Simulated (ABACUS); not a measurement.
**BN: equation of state with PBE**

Crystal: BN.

```xyz
4
Lattice="2.5539 0.0000 0.0000 -1.2770 2.2118 0.0000 0.0000 0.0000 4.2269" Properties=species:S:1:pos:R:3 pbc="T T T"
N     0.0000    1.4745    0.5295
N     1.2770    0.7373    2.6430
B     0.0000    1.4745    2.1123
B     1.2770    0.7373    4.2257
```

Measurements of this composition are mostly on another form, of space group No. 194.

```yaml
Program: ABACUS 3.10.1
Task: equation of state
Functional: PBE
Potentials_or_basis: PseudoDojo NC SR 0.4.1 PBE standard
Cutoff: 1143 eV
Density_cutoff: 4572 eV
Basis: plane waves
k_mesh: 12 × 12 × 6
Occupations: fermi-dirac, width 0.05 eV
Spin: no spin polarisation
Radial_cutoff_of_the_potentials_pseudo_rcut: 10 bohr
SCF_threshold_on_the_density: 1e-08
Max_SCF_steps: 100
Eigensolver: dav
Mixing: broyden
Mixing_share: 0.7
Symmetry_key: 1
Bands: 12
```

```
Equilibrium volume                        : 5.96 Å³/atom
Bulk modulus at fixed shape and positions : 371 GPa
Pressure derivative of the bulk modulus   : 3.7
```

Energy against volume, from the lowest point:
| volume (Å³/atom) | energy (meV/atom) |
| --- | --- |
| 5.611 | 26.38 |
| 5.730 | 11.12 |
| 5.850 | 2.53 |
| 5.969 | 0.00 |
| 6.088 | 2.99 |
| 6.208 | 11.00 |
| 6.327 | 23.58 |

All runs of the series together: 35 s on 4 threads of Intel(R) Xeon(R) 6975P-C (Granite Rapids), on a shared host.

Caveat: the cell was scaled at fixed shape and fractional positions, which overstates the stiffness of a crystal with free parameters, most of all of layers and chains.
